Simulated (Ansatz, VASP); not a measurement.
This is a calculation of GaN for Ansatz 0.2.0.

input.yaml

```yaml
crystal:
  lattice:
    - [3.18, 0.0, 0.0]
    - [-1.59, 2.753960784, 0.0]
    - [0.0, 0.0, 5.166]
  atoms:
    - { symbol: Ga, position: [0.6666666667, 0.3333333333, 0.5] }
    - { symbol: Ga, position: [0.3333333333, 0.6666666667, 0.0] }
    - { symbol: "N", position: [0.6666666667, 0.3333333333, 0.875] }
    - { symbol: "N", position: [0.3333333333, 0.6666666667, 0.375] }
hamiltonian:
  xc: r2scan
  pseudopotentials: { kind: paw }
  dispersion: d4
kpoints:
  mp_grid: { grid: [10, 10, 5] }
scf:
  occupations: { method: fermi_dirac, width: 0.05 }
output:
  forces: true
  stress: true
  eigenvalues: true
```

Potentials or basis: Ansatz PAW.

Run with:

```console
$ ansatz run input.yaml --threads 2 --pin off --max-ram 5120MiB --backend cpu --events-out ev --progress --plain --runs-dir out
```

Q: Translate it to VASP 6.6.1. Potentials there: VASP PAW PBE potentials, release 64 (Ga_d, N).

A: As run (the cutoff follows the program's own potentials):

The input POSCAR:

```
GaN
1.0
    3.1800000000      0.0000000000      0.0000000000
   -1.5900000000      2.7539607840      0.0000000000
    0.0000000000      0.0000000000      5.1660000000
Ga N
2 2
Direct
    0.6666666667      0.3333333333      0.5000000000
    0.3333333333      0.6666666667      0.0000000000
    0.6666666667      0.3333333333      0.8750000000
    0.3333333333      0.6666666667      0.3750000000
```

The input INCAR.step1:

```
SYSTEM = GaN
  PREC = Accurate
  ENCUT = 520
  ISMEAR = -1
  SIGMA = 0.05
  LREAL = .False.
  LASPH = .True.
  NELM = 60
  NBANDS = 26
  GGA = PE
  ALGO = Normal
  EDIFF = 1E-4
  LWAVE = .True.
  LCHARG = .False.
```

Contents of INCAR.step2:

```
SYSTEM = GaN
  PREC = Accurate
  ENCUT = 520
  EDIFF = 1E-6
  ISMEAR = -1
  SIGMA = 0.05
  LREAL = .False.
  LASPH = .True.
  NELM = 60
  ALGO = Normal
  ISIF = 2
  LWAVE = .False.
  LCHARG = .False.
  METAGGA = R2SCAN
  LMIXTAU = .True.
  IVDW = 13
  VDW_S6 = 1.0
  VDW_S8 = 0.6018749
  VDW_A1 = 0.51559235
  VDW_A2 = 5.77342911
  NBANDS = 26
  ISTART = 1
```

Contents of KPOINTS:

```
Automatic mesh
0
Gamma
  10 10 5
  0 0 0
```

Potentials or basis: VASP PAW PBE potentials, release 64 (Ga_d, N).

The run is started by

```sh
$ cat potpaw_PBE.64/Ga_d/POTCAR potpaw_PBE.64/N/POTCAR > POTCAR
$ cp INCAR.step1 INCAR
$ mpirun -np 1 vasp_std > vasp.out
$ cp INCAR.step2 INCAR
$ mpirun -np 1 vasp_std > vasp.out
```

Both were run:

|  | VASP | Ansatz | Ansatz less VASP |
| --- | --- | --- | --- |
| gap on the k mesh at the Fermi level (eV) | 2.38 | 2.38 | +0.007 |
| least direct gap on the mesh (eV) | 2.38 | 2.38 | +0.007 |
| pressure (GPa) | 0.2 | -0.9 | -1.09 |
| largest component of the traceless stress (GPa) | 1.29 | 1.34 | +0.048 |
| rms of the force components (eV/Å) | 0.079 | 0.082 | +0.0027 |
| dispersion energy (meV/atom) | -147.3 | -147.4 | -0.12 |

Atom by atom the forces differ by 0.003 eV/Å (rms over components).

Caveats: the PAW data sets were made with another functional, which shifts forces and pressure a little (VASP); odd divisions of the mesh miss points on the zone boundary, where band edges often lie, so the gap on the mesh can be too wide (Ansatz); the PAW data sets come from PBE, with cores solved anew for the run's functional, which leaves a small shift of forces and pressure (Ansatz). r2SCAN opens gaps a little over a GGA but as a rule still falls short of measured ones.
